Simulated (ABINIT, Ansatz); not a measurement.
Planning a run of ABINIT 10.8.3 on LiH (Fm-3m). The input:

```
acell 3*1.0 Angstrom
rprim 
  -0.000000000000 2.036750000000 2.036750000000
  2.036750000000 -0.000000000000 2.036750000000
  2.036750000000 2.036750000000 -0.000000000000
ntypat 2
znucl 3 1
natom 2
typat 1 2
xred 
  0.000000000000 0.000000000000 0.000000000000
  0.500000000000 0.500000000000 0.500000000000
pp_dirpath "pseudos"
pseudos "Li.upf, H.upf"
ecut 33
ngkpt 8 8 8
nshiftk 1
shiftk 0 0 0
kptopt 1
chksymbreak 0
istwfk *1
occopt 1
irdwfk 1
optdriver 3
nband 308
ecuteps 16
inclvkb 2
awtr 1
symchi 1
indata_prefix "in"
outdata_prefix "out"
tmpdata_prefix "tmp"
```

The database entry behind the starting cell differs from later determinations by our own check (the deuteride, about 0.2 % short), so it need not match the best structure at ambient conditions.

```sh
OMP_NUM_THREADS=1 mpirun -n 8 abinit run.abi > log
```

**Question.** How long will it take on 8 MPI ranks of Intel Xeon Platinum 8488C (Sapphire Rapids), shared host, and how much memory?

It took 3.6 min; on shared hardware allow 1.8 min to 7.3 min. Peak host memory was 4.4 GiB.

[Paths, hosts, dates, memory and timing lines, banners, echoed tables and standing remarks are left out of the program output.]

[Logs are printed without paths, hosts, clocks, repeated set-up lines and the standing remarks that a program may print on its own settings, such as how far it seeks lower states.]

[Runs of the session that timed out or met a known fault of the program may be left out.]

[Hosts, paths, dates, database ids (printed as entryN), source tags and the programs' standing remarks are cut or masked in the printed files.]

[G0W0 gaps are taken among the corrected bands and points alone; a level outside them can change the order at an edge.]

[Where Ansatz stands beside ABINIT at settings called matched, ABINIT's density can come from a denser mesh and the files from another edition; pairs whose starting gaps differed by over 0.03 eV were left out, so agreement reads better than it is.]
